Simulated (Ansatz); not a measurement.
Phonon spectrum of Ir

Method: DFT PBE, scalar-relativistic, plane waves, PAW (Ansatz). Cutoff 420 eV, 20×20×20 k-points (Γ-centred), Fermi-Dirac smearing of 0.15 eV. No spin polarisation. Phonons by linear response, acoustic sum rule imposed.

Relaxed structure:
```
Ir
1.0
     0.00000    1.93649    1.93649
     1.93649    0.00000    1.93649
     1.93649    1.93649    0.00000
Ir
1
Direct
  0.00000 0.00000 0.00000
```

In a metal, frequencies and elastic constants depend on the k mesh and the smearing, soft modes and shear constants most. Spin–orbit coupling is left out, which can shift energies with elements as heavy as these. The q mesh is coarse, so values between its points are rough.

Force constants from linear response on a 2×2×2 q mesh.

**Question.** Is the structure dynamically stable on this mesh?

**Answer.** Yes, on this mesh: no mode is imaginary.

**Question.** Give the frequencies (cm⁻¹; i marks imaginary ones) at the irreducible q points, in fractions of the reciprocal vectors.

**Answer.**
```json
{"q": "0.000 0.000 0.000", "star": "1", "frequencies": "0 0 0"}
{"q": "0.000 0.000 -0.500", "star": "4", "frequencies": "108 108 189"}
{"q": "0.000 -0.500 -0.500", "star": "3", "frequencies": "138 138 180"}
```

Cost: 1 run of about 0.91 core-minutes, on Intel Xeon 6975P-C (Granite Rapids) (shared hosts).